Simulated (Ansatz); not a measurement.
How much do the gradients of SiC depend on the method?

Cell: an entry of the Crystallography Open Database (COD), ions relaxed with PBE at fixed cell.

```yaml
crystal:
  lattice:
    - [3.07600, 0.00000, 0.00000]
    - [-1.53800, 2.66389, 0.00000]
    - [0.00000, 0.00000, 5.04800]
  atoms:
    - { symbol: Si, position: [0.33333, 0.66667, 0.00450] }
    - { symbol: Si, position: [0.66667, 0.33333, 0.50450] }
    - { symbol: C, position: [0.33333, 0.66667, 0.38050] }
    - { symbol: C, position: [0.66667, 0.33333, 0.88050] }
```

Sites (sets of like atoms) are named by element and the number of their first atom in this list.

First run. Level of theory: DFT, PBE, plane waves and PAW, scalar-relativistic, 420 eV cutoff, Γ-centred 16×16×9 k-points, Fermi–Dirac smearing 0.02 eV (Ansatz 0.2.0).

```json
{"site": "Si", "atom": "1", "V_zz (10²¹ V/m²)": "0.34", "η": "0.00"}
{"site": "C", "atom": "3", "V_zz (10²¹ V/m²)": "0.20", "η": "0.00"}
```

Second run. The same atoms and settings, except that the functional is PBEsol.

(1) Given the first result, estimate the second.

## Answers

(1) 

```tsv
site	atom	V_zz	η	change of V_zz
Si	1	0.33	0.00	-0.01
C	3	0.20	0.00	0.00
```

No V_zz moves by more than 0.02.
